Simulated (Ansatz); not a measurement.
Method: DFT r2SCAN, scalar-relativistic, plane waves, PAW in Ansatz 0.2.0.

Structure of Ta₄N₅:

```
CELL_PARAMETERS angstrom
-3.43270 3.43270 2.13188
3.43270 -3.43270 2.13188
3.43270 3.43270 -2.13188
ATOMIC_POSITIONS crystal
Ta 0.78294 0.60561 0.38854
Ta 0.39439 0.78294 0.17733
Ta 0.60561 0.21706 0.82267
Ta 0.21706 0.39439 0.61146
N 0.50000 0.50000 0.00000
N 0.90830 0.30852 0.21682
N 0.69148 0.90830 0.59978
N 0.30852 0.09170 0.40022
N 0.09170 0.69148 0.78318
```

Settings: cutoff 500 eV, Γ-centred mesh 10×10×10 on the computed 9-atom cell, Gaussian smearing of 0.10 eV; no spin polarisation.

Levels along Γ–X–M–Γ–Z | Z0–M | X–P–N–Γ, in eV from the Fermi level, sorted by energy at each point. Points in fractions of the primitive reciprocal vectors: Γ (0.000 0.000 0.000), X (-0.500 0.500 0.000), M (-0.500 0.500 0.500), Z (-0.346 -0.346 0.346), Z0 (-0.654 0.346 0.654), P (-0.750 0.250 0.250), N (-0.500 0.000 0.500).
```tsv
point	k (1/Å, with 2π)	band 36	band 37	band 38	band 39	band 40	band 41	band 42
Γ	0.000	-2.88	-1.46	-1.46	-1.08	0.57	1.09	1.16
-	0.092	-2.92	-1.50	-1.47	-0.99	0.42	1.01	1.17
-	0.185	-3.01	-1.66	-1.51	-0.82	0.27	1.02	1.22
-	0.277	-3.13	-1.94	-1.57	-0.66	0.27	1.04	1.12
-	0.370	-3.23	-2.29	-1.64	-0.60	0.36	0.99	1.12
-	0.462	-3.29	-2.64	-1.70	-0.62	0.45	0.87	1.27
-	0.555	-3.35	-2.92	-1.73	-0.66	0.49	0.76	1.48
X	0.647	-3.40	-3.02	-1.75	-0.69	0.50	0.72	1.62
-	0.740	-3.45	-2.98	-1.82	-0.89	0.61	0.94	1.46
-	0.832	-3.59	-2.88	-1.99	-1.31	0.75	1.23	1.38
-	0.924	-3.80	-2.72	-2.10	-1.78	0.56	0.84	1.59
-	1.017	-3.88	-2.53	-2.27	-2.11	0.21	0.40	1.97
-	1.109	-3.78	-2.74	-2.33	-2.02	-0.12	-0.02	2.30
-	1.202	-3.78	-3.17	-2.17	-1.89	-0.37	-0.34	2.49
M	1.294	-3.88	-3.41	-2.10	-1.82	-0.47	-0.47	2.56
-	1.425	-3.72	-3.01	-2.27	-1.87	-0.43	-0.10	2.44
-	1.556	-3.77	-2.59	-2.36	-1.83	-0.31	0.61	2.11
-	1.687	-3.74	-2.67	-1.73	-1.69	-0.13	1.20	1.74
-	1.817	-3.52	-2.38	-1.61	-1.09	0.09	0.98	1.26
-	1.948	-3.25	-1.92	-1.52	-0.79	0.26	0.73	1.06
-	2.079	-2.99	-1.57	-1.47	-0.93	0.37	0.85	1.26
Γ	2.209	-2.88	-1.46	-1.46	-1.08	0.57	1.09	1.16
-	2.355	-2.98	-1.28	-1.28	-1.17	0.68	0.91	1.23
-	2.501	-3.27	-1.44	-0.75	-0.75	0.78	0.99	1.44
-	2.647	-3.61	-1.84	0.04	0.04	1.06	1.52	1.65
-	2.793	-3.71	-2.28	0.92	0.92	1.54	1.84	1.84
-	2.939	-3.58	-2.72	1.30	1.41	1.41	1.71	2.20
-	3.085	-3.56	-3.11	0.39	0.66	1.08	1.08	2.39
Z	3.231	-3.69	-3.41	-0.60	-0.37	0.40	0.40	2.54
Z0	3.231	-3.69	-3.41	-0.60	-0.37	0.40	0.40	2.54
-	3.295	-3.81	-3.50	-1.01	-0.77	0.10	0.10	2.61
-	3.360	-3.96	-3.56	-1.39	-1.11	-0.16	-0.16	2.67
-	3.425	-3.97	-3.58	-1.71	-1.39	-0.36	-0.36	2.71
-	3.489	-3.93	-3.52	-1.95	-1.59	-0.47	-0.47	2.69
-	3.554	-3.90	-3.45	-2.07	-1.72	-0.50	-0.50	2.62
-	3.618	-3.88	-3.42	-2.10	-1.79	-0.48	-0.48	2.57
M	3.683	-3.88	-3.41	-2.10	-1.82	-0.47	-0.47	2.56
X	3.683	-3.40	-3.02	-1.75	-0.69	0.50	0.72	1.62
-	3.788	-3.36	-3.00	-1.69	-0.68	0.52	0.73	1.66
-	3.894	-3.42	-2.58	-1.46	-0.65	0.61	0.76	1.79
-	3.999	-3.58	-1.95	-1.03	-0.61	0.67	0.95	1.87
-	4.104	-3.67	-1.22	-0.62	-0.38	0.70	1.28	1.73
-	4.209	-3.61	-0.55	-0.46	0.28	0.77	1.50	1.63
-	4.315	-3.54	-0.52	0.27	0.86	1.00	1.36	1.64
P	4.420	-3.51	-0.51	0.79	0.79	1.37	1.37	1.54
-	4.485	-3.51	-0.56	0.78	0.85	1.31	1.39	1.62
-	4.551	-3.49	-0.69	0.73	0.97	1.22	1.45	1.74
-	4.616	-3.46	-0.84	0.67	1.08	1.16	1.58	1.83
-	4.681	-3.41	-1.01	0.61	1.12	1.21	1.74	1.91
-	4.747	-3.37	-1.16	0.56	1.10	1.33	1.83	1.98
-	4.812	-3.33	-1.26	0.53	1.09	1.45	1.86	2.00
N	4.878	-3.31	-1.30	0.52	1.08	1.52	1.86	1.98
-	5.001	-3.33	-1.29	0.35	0.92	1.08	1.74	2.10
-	5.125	-3.38	-1.27	-0.15	0.43	0.92	1.41	1.88
-	5.249	-3.44	-1.24	-0.66	-0.17	0.91	1.12	1.41
-	5.373	-3.40	-1.20	-1.03	-0.68	0.72	0.91	1.23
-	5.497	-3.17	-1.26	-1.20	-1.03	0.61	0.73	1.31
-	5.621	-2.96	-1.40	-1.38	-1.08	0.55	0.91	1.26
Γ	5.745	-2.88	-1.46	-1.46	-1.08	0.57	1.09	1.16
```

Spin-orbit coupling is left out, which matters for the bands of heavy elements.

Cost: 1 run of about 3.3 core-minutes, on AMD EPYC 9R45 (Zen 5) (shared hosts).